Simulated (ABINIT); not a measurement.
Crystal: ZrB2.

```xyz
3
Lattice="3.1700 0.0000 0.0000 -1.5850 2.7453 0.0000 0.0000 0.0000 3.5330" Properties=species:S:1:pos:R:3 pbc="T T T"
Zr    0.0000    0.0000    0.0000
B     1.5850    0.9151    1.7665
B     0.0000    1.8302    1.7665
```

Base run:

| Item | Value |
| --- | --- |
| Program | ABINIT 10.8.3 (patched build) |
| Functional | r2SCAN |
| Potentials or basis | Ansatz NC r2SCAN |
| Cutoff | 1415 eV |
| k mesh | 10 × 10 × 8 |
| Occupations | fermi-dirac, width 0.05 eV |
| Spin | no spin polarisation |

Its results: band gap on the k mesh none (metal or under the smearing width); pressure 1.3 GPa.

**Question.** The run is repeated on the same cell with these changes: potentials or basis from Ansatz NC r2SCAN to JTH PAW PBE v2.0; cutoff from 1415 eV to 544 eV. What comes out?

**Answer.** Band gap on the k mesh none (metal or under the smearing width); pressure 0.4 GPa.

Caveats: the PAW data sets were made with another functional, which shifts forces and pressure a little (some runs).
